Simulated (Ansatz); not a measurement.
All numbers below come from Ansatz, DFT PBE, scalar-relativistic, plane waves, PAW. Plane waves to 420 eV, a 4×4×8 mesh through Γ for the 8-atom cell and 0.02 eV Gaussian smearing; no spin polarisation.

The zero of energy is the elements' standard structures at the same level; no fitted shifts are applied.

Question: Find a candidate tetragonal semiconductor made of Be and Te, with a gap near 1.3 eV, a formation energy near −0.08 eV/atom and about 23 Å³ per atom, in a cell of 8 atoms.

Answer: BeTe, space group P4_12_12 (No. 92). Around Be lie 4 Te at 2.46–2.54 Å; around Te lie 4 Be at 2.46–2.54 Å.

```
CELL_PARAMETERS angstrom
6.87087 0.00000 0.00000
0.00000 6.87087 0.00000
0.00000 0.00000 3.85243
ATOMIC_POSITIONS crystal
Be 0.66990 0.66990 0.50000
Be 0.16990 0.83010 0.25000
Be 0.33010 0.33010 0.00000
Be 0.83010 0.16990 0.75000
Te 0.82743 0.82743 0.00000
Te 0.32743 0.67257 0.75000
Te 0.17257 0.17257 0.50000
Te 0.67257 0.32743 0.25000
```

| Item | Value |
| --- | --- |
| Volume per atom | 22.73 Å³ |
| Density | 4.99 g/cm³ |
| Formation energy | −0.076 eV/atom |
| Gap on the 4×4×8 mesh of the 8-atom cell | 1.33 eV |

The structure comes from a generated guess, relaxed at this level; another structure or a mixture of phases may lie lower. The answer needn't be unique; the calculation gave this one.

These runs have no spin–orbit coupling, which can matter for Te. Kohn–Sham gaps at this level usually fall short of measured ones. The missing spin–orbit coupling can work the other way here. The reference form of Te is held partly by dispersion forces, which this level lacks. A structure relaxed within its symmetry needn't be a true minimum.
